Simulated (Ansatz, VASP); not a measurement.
# Au: VASP beside Ansatz

The input INCAR:

```
ALGO = Normal
EDIFF = 1E-6
ENCUT = 520
GGA = RE
ISIF = 2
ISMEAR = -1
LASPH = T
LCHARG = T
LELF = T
LREAL = F
LVHAR = T
LWAVE = F
NBANDS = 12
NELM = 60
PREC = Accurate
SIGMA = 0.1
```

Contents of KPOINTS:

```
k-points
0
Gamma
  13 13 13
```

Contents of POSCAR:

```
Au
1.0
    2.8418982526      0.0000000000      0.0000000000
    0.0000000000      2.8418982526      0.0000000000
    0.0000000000      0.0000000000      2.8418982526
Au
1
Direct
    0.0000000000      0.0000000000      0.0000000000
```

Input for Ansatz:

```yaml
crystal:
  lattice:
    - [2.8418982526, 0.0, 0.0]
    - [0.0, 2.8418982526, 0.0]
    - [0.0, 0.0, 2.8418982526]
  atoms:
    - { symbol: Au, position: [0.0, 0.0, 0.0] }
hamiltonian:
  xc: revpbe
  pseudopotentials:
    kind: paw
    azcp:
      Au: "pseudopotentials/Au.paw.azcp"
basis:
  ecutwfc: 420
  fft_grid_basis: typed
kpoints:
  mp_grid: { grid: [13, 13, 13], shift: [0, 0, 0] }
magnetization:
  spin_polarized: false
scf:
  occupations: { method: fermi_dirac, width: 0.1 }
  lower_state_search: "off"
output:
  stress: true
```

Alike in both runs: task single point; functional revPBE; k mesh 13 × 13 × 13; occupations fermi-dirac, width 0.1 eV; no spin polarisation.

|  | VASP | Ansatz |
| --- | --- | --- |
| version | VASP 6.6.1 | Ansatz 0.2.0 |
| potentials or method | VASP PAW PBE potentials, release 64 (Au) | plane waves (420 eV) with PAW, scalar-relativistic |
| plane-wave cutoff (eV) | 520 | 420 |
| valence electrons in the cell | 11 | 19 |

|  | VASP | Ansatz | Ansatz less VASP |
| --- | --- | --- | --- |
| pressure (GPa) | -5.9 | -5.8 | +0.10 |

The functional is the same, so the differences come from potentials, cutoffs and numerics. The two sets of potentials don't hold the same shells in valence.

Caveats: the PAW data sets were made with another functional, which shifts forces and pressure a little (VASP). The runs have no spin-orbit coupling, so splittings on Au are missing.
